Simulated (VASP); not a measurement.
# Sn (Fd-3m) in VASP: further runs, part 2 of 2

VASP 6.6.1. Earlier steps stand in the parts before.

## Step 3: Equation of state, PBE, 32.45 Å³/atom (volume scaled by 0.96)

INCAR

```
ALGO = Normal
EDIFF = 1E-7
ENCUT = 520
GGA = PE
ISIF = 2
ISMEAR = -1
LASPH = True
LCHARG = False
LREAL = False
LWAVE = False
NBANDS = 21
NELM = 60
PREC = Accurate
SIGMA = 0.05
```

KPOINTS

```
k-points
0
Gamma
  7 7 7
```

POSCAR

```
Sn
1.0
    0.0000000000      3.1896436215      3.1896436215
    3.1896436215      0.0000000000      3.1896436215
    3.1896436215      3.1896436215      0.0000000000
Sn
2
Direct
    0.7500000000      0.7500000000      0.7500000000
    0.5000000000      0.5000000000      0.5000000000
```

Potentials or basis: VASP PAW PBE potentials, release 64 (Sn_d).

Started as:

```console
> cat potpaw_PBE.64/Sn_d/POTCAR > POTCAR
> mpirun -np 1 vasp_std > vasp.out
```

It took 18 s on 1 thread of Intel Xeon Platinum 8559C (Emerald Rapids), shared host; peak memory 0.2 GiB.

Results (log left out):

```yaml
Free_energy: -7.5272 eV
Pressure: 6.2 GPa
Band_gap_on_the_k_mesh: none (metal or under the smearing width)
```

## Step 4: Equation of state, PBE, 33.13 Å³/atom (volume scaled by 0.98)

INCAR

```
  PREC = Accurate
  ENCUT = 520
  EDIFF = 1E-7
  ISMEAR = -1
  SIGMA = 0.05
  LREAL = False
  LASPH = True
  NELM = 60
  ALGO = Normal
  ISIF = 2
  LWAVE = False
  LCHARG = False
  GGA = PE
  NBANDS = 21
```

KPOINTS

```
regular mesh
0
Gamma
  7 7 7
```

POSCAR

```
Sn
1.0
    0.0000000000      3.2116418589      3.2116418589
    3.2116418589      0.0000000000      3.2116418589
    3.2116418589      3.2116418589      0.0000000000
Sn
2
Direct
    0.7500000000      0.7500000000      0.7500000000
    0.5000000000      0.5000000000      0.5000000000
```

Started as:

```console
> cat potpaw_PBE.64/Sn_d/POTCAR > POTCAR
> mpirun -np 1 vasp_std > vasp.out
```

It took 17 s on 1 thread of Intel Xeon Platinum 8559C (Emerald Rapids), shared host; peak memory 0.2 GiB.

It converged, with:

- Free energy: -7.5742 eV
- Pressure: 4.9 GPa
- Band gap on the k mesh: none (metal or under the smearing width)

## Step 5: Equation of state, PBE, 34.48 Å³/atom (volume scaled by 1.02)

INCAR

```
SYSTEM = Sn
  PREC = Accurate
  ENCUT = 520
  EDIFF = 1E-7
  ISMEAR = -1
  SIGMA = 0.05
  LREAL = .False.
  LASPH = .True.
  NELM = 100
  ALGO = Normal
  ISIF = 2
  LWAVE = .False.
  LCHARG = .False.
  GGA = PE
  NBANDS = 21
```

KPOINTS

```
Automatic mesh
0
Gamma
  7 7 7
  0 0 0
```

POSCAR

```
Sn
1.0
    0.0000000000      3.2547562903      3.2547562903
    3.2547562903      0.0000000000      3.2547562903
    3.2547562903      3.2547562903      0.0000000000
Sn
2
Direct
    0.7500000000      0.7500000000      0.7500000000
    0.5000000000      0.5000000000      0.5000000000
```

Started as:

```console
> cat potpaw_PBE.64/Sn_d/POTCAR > POTCAR
> mpirun -np 1 vasp_std > vasp.out
```

Run time: 17 s. Hardware: 1 thread of Intel Xeon Platinum 8559C (Emerald Rapids), shared host; peak memory 0.19 GiB.

Results (log left out):

```
Free energy            : -7.6388 eV
Pressure               : 2.8 GPa
Band gap on the k mesh : none (metal or under the smearing width)
```

## Step 6: Equation of state, PBE, 35.16 Å³/atom (volume scaled by 1.04)

INCAR

```
SYSTEM = Sn
ALGO = Normal
EDIFF = 1E-7
ENCUT = 520
GGA = PE
ISIF = 2
ISMEAR = -1
LASPH = .TRUE.
LCHARG = .FALSE.
LREAL = .FALSE.
LWAVE = .FALSE.
NBANDS = 21
NELM = 60
PREC = Accurate
SIGMA = 0.05
```

KPOINTS

```
k-points
0
G
  7 7 7
  0 0 0
```

POSCAR

```
Sn
1.0
    0.0000000000      3.2758916636      3.2758916636
    3.2758916636      0.0000000000      3.2758916636
    3.2758916636      3.2758916636      0.0000000000
Sn
2
Direct
    0.7500000000      0.7500000000      0.7500000000
    0.5000000000      0.5000000000      0.5000000000
```

Potentials or basis: VASP PAW PBE potentials, release 64 (Sn_d).

Started as:

```console
> cat potpaw_PBE.64/Sn_d/POTCAR > POTCAR
> mpirun -np 1 vasp_std > vasp.out
```

It took 19 s on 1 thread of Intel Xeon Platinum 8559C (Emerald Rapids), shared host; peak memory 0.2 GiB.

It converged, with:

| Item | Value |
| --- | --- |
| Free energy | -7.6586 eV |
| Pressure | 1.8 GPa |
| Band gap on the k mesh | none (metal or under the smearing width) |

## Step 7: Equation of state, PBE, 35.83 Å³/atom (volume scaled by 1.06)

INCAR

```
ALGO = Normal
EDIFF = 1E-7
ENCUT = 520
GGA = PE
ISIF = 2
ISMEAR = -1
LASPH = T
LCHARG = F
LREAL = F
LWAVE = F
NBANDS = 21
NELM = 80
PREC = Accurate
SIGMA = 0.05
```

KPOINTS

```
k-points
0
Gamma
  7 7 7
```

POSCAR

```
Sn
1.0
    0.0000000000      3.2967577782      3.2967577782
    3.2967577782      0.0000000000      3.2967577782
    3.2967577782      3.2967577782      0.0000000000
Sn
2
Direct
    0.7500000000      0.7500000000      0.7500000000
    0.5000000000      0.5000000000      0.5000000000
```

Started as:

```console
> cat potpaw_PBE.64/Sn_d/POTCAR > POTCAR
> mpirun -np 1 vasp_std > vasp.out
```

Wall time 19 s (1 thread of Intel Xeon Platinum 8559C (Emerald Rapids), shared host); peak memory 0.2 GiB.

It converged, with:

```yaml
Free_energy: -7.6711 eV
Pressure: 1.0 GPa
Band_gap_on_the_k_mesh: none (metal or under the smearing width)
```

## Step 8: Equation of state, PBE

Potentials or basis: VASP PAW PBE potentials, release 64 (Sn_d).

No new run: the results of the series are fitted here.

Results:

| Property | Result |
| --- | --- |
| Equilibrium volume | 36.86 Å³/atom (rough: see the caveat) |
| Bulk modulus | 35 GPa (rough) |

Energy against volume, from the lowest point:
| volume (Å³/atom) | energy (meV/atom) |
| --- | --- |
| 31.775 | 101.00 |
| 32.451 | 71.91 |
| 33.127 | 48.44 |
| 33.803 | 30.01 |
| 34.479 | 16.11 |
| 35.155 | 6.25 |
| 35.831 | 0.00 |

Caveat: the minimum lies outside the volumes run.

## Step 9: Equation of state, PBEsol, 31.77 Å³/atom (volume scaled by 0.94)

INCAR

```
ALGO = Normal ; EDIFF = 1E-7
ENCUT = 520 ; GGA = PS
ISIF = 2 ; ISMEAR = -1
LASPH = True ; LCHARG = False
LREAL = False ; LWAVE = False
NBANDS = 21 ; NELM = 60
PREC = Accurate ; SIGMA = 0.05
```

KPOINTS is that of step 7.

POSCAR

```
Sn
1.0
    0.0000000000      3.1673376916      3.1673376916
    3.1673376916      0.0000000000      3.1673376916
    3.1673376916      3.1673376916      0.0000000000
Sn
2
Direct
    0.7500000000      0.7500000000      0.7500000000
    0.5000000000      0.5000000000      0.5000000000
```

Potentials or basis: VASP PAW PBE potentials, release 64 (Sn_d).

Started as:

```console
> cat potpaw_PBE.64/Sn_d/POTCAR > POTCAR
> mpirun -np 1 vasp_std > vasp.out
```

It took 43 s on 1 thread of AMD EPYC 7R43 (Zen 3), shared host; peak memory 0.16 GiB.

It converged, with:

* Free energy: -8.3577 eV
* Pressure: 5.0 GPa
* Band gap on the k mesh: none (metal or under the smearing width)

Caveat: the PAW data sets were made with another functional, which shifts forces and pressure a little.

## Step 10: Equation of state, PBEsol, 32.45 Å³/atom (volume scaled by 0.96)

INCAR is that of step 9.

KPOINTS is that of step 9.

POSCAR

```
Sn
1.0
    0.0000000000      3.1896436215      3.1896436215
    3.1896436215      0.0000000000      3.1896436215
    3.1896436215      3.1896436215      0.0000000000
Sn
2
Direct
    0.7500000000      0.7500000000      0.7500000000
    0.5000000000      0.5000000000      0.5000000000
```

Started as:

```console
> cat potpaw_PBE.64/Sn_d/POTCAR > POTCAR
> mpirun -np 1 vasp_std > vasp.out
```

Wall time 48 s (1 thread of AMD EPYC 7R43 (Zen 3), shared host); peak memory 0.16 GiB.

It converged, with:

- Free energy: -8.3946 eV
- Pressure: 3.7 GPa
- Band gap on the k mesh: none (metal or under the smearing width)

Caveat: the PAW data sets were made with another functional, which shifts forces and pressure a little.

## Step 11: Equation of state, PBEsol, 33.13 Å³/atom (volume scaled by 0.98)

INCAR is that of step 10.

KPOINTS is that of step 10.

POSCAR

```
Sn
1.0
    0.0000000000      3.2116418589      3.2116418589
    3.2116418589      0.0000000000      3.2116418589
    3.2116418589      3.2116418589      0.0000000000
Sn
2
Direct
    0.7500000000      0.7500000000      0.7500000000
    0.5000000000      0.5000000000      0.5000000000
```

Started as:

```console
> cat potpaw_PBE.64/Sn_d/POTCAR > POTCAR
> mpirun -np 1 vasp_std > vasp.out
```

It took 48 s on 1 thread of AMD EPYC 7R43 (Zen 3), shared host; peak memory 0.16 GiB.

The run converged. Its results:

```yaml
Free_energy: -8.4212 eV
Pressure: 2.5 GPa
Band_gap_on_the_k_mesh: none (metal or under the smearing width)
```

Caveat: the PAW data sets were made with another functional, which shifts forces and pressure a little.

## Step 12: Equation of state, PBEsol, 34.48 Å³/atom (volume scaled by 1.02)

INCAR is that of step 11.

KPOINTS is that of step 11.

POSCAR

```
Sn
1.0
    0.0000000000      3.2547562903      3.2547562903
    3.2547562903      0.0000000000      3.2547562903
    3.2547562903      3.2547562903      0.0000000000
Sn
2
Direct
    0.7500000000      0.7500000000      0.7500000000
    0.5000000000      0.5000000000      0.5000000000
```

Potentials or basis: VASP PAW PBE potentials, release 64 (Sn_d).

Started as:

```console
> cat potpaw_PBE.64/Sn_d/POTCAR > POTCAR
> mpirun -np 1 vasp_std > vasp.out
```

It took 44 s on 1 thread of AMD EPYC 7R43 (Zen 3), shared host; peak memory 0.16 GiB.

It converged, with:

```yaml
Free_energy: -8.4474 eV
Pressure: 0.6 GPa
Band_gap_on_the_k_mesh: none (metal or under the smearing width)
```

Caveat: the PAW data sets were made with another functional, which shifts forces and pressure a little.

## Step 13: Equation of state, PBEsol, 35.16 Å³/atom (volume scaled by 1.04)

INCAR is that of step 12.

KPOINTS is that of step 12.

POSCAR

```
Sn
1.0
    0.0000000000      3.2758916636      3.2758916636
    3.2758916636      0.0000000000      3.2758916636
    3.2758916636      3.2758916636      0.0000000000
Sn
2
Direct
    0.7500000000      0.7500000000      0.7500000000
    0.5000000000      0.5000000000      0.5000000000
```

Started as:

```console
> cat potpaw_PBE.64/Sn_d/POTCAR > POTCAR
> mpirun -np 1 vasp_std > vasp.out
```

Run time: 43 s. Hardware: 1 thread of AMD EPYC 7R43 (Zen 3), shared host; peak memory 0.17 GiB.

It converged, with:

```
Free energy            : -8.4490 eV
Pressure               : -0.3 GPa
Band gap on the k mesh : none (metal or under the smearing width)
```

Caveat: the PAW data sets were made with another functional, which shifts forces and pressure a little.

## Step 14: Equation of state, PBEsol, 35.83 Å³/atom (volume scaled by 1.06)

INCAR is that of step 13.

KPOINTS is that of step 13.

POSCAR

```
Sn
1.0
    0.0000000000      3.2967577782      3.2967577782
    3.2967577782      0.0000000000      3.2967577782
    3.2967577782      3.2967577782      0.0000000000
Sn
2
Direct
    0.7500000000      0.7500000000      0.7500000000
    0.5000000000      0.5000000000      0.5000000000
```

Started as:

```console
> cat potpaw_PBE.64/Sn_d/POTCAR > POTCAR
> mpirun -np 1 vasp_std > vasp.out
```

Run time: 45 s. Hardware: 1 thread of AMD EPYC 7R43 (Zen 3), shared host; peak memory 0.16 GiB.

Results (log left out):

```yaml
Free_energy: -8.4442 eV
Pressure: -1.0 GPa
Band_gap_on_the_k_mesh: none (metal or under the smearing width)
```

Caveat: the PAW data sets were made with another functional, which shifts forces and pressure a little.

## Step 15: Equation of state, PBEsol

Potentials or basis: VASP PAW PBE potentials, release 64 (Sn_d).

This step only gathers the single runs of the series.

What came out:

```yaml
Equilibrium_volume: 34.98 Å³/atom
Bulk_modulus: 41 GPa
Pressure_derivative_of_the_bulk_modulus: 5.1
```

Energy against volume, from the lowest point:
```csv
volume (Å³/atom),energy (meV/atom)
31.775,45.66
32.451,27.18
33.127,13.92
33.803,5.29
34.479,0.82
35.155,0.00
35.831,2.43
```

Caveat: the PAW data sets were made with another functional, which shifts forces and pressure a little.
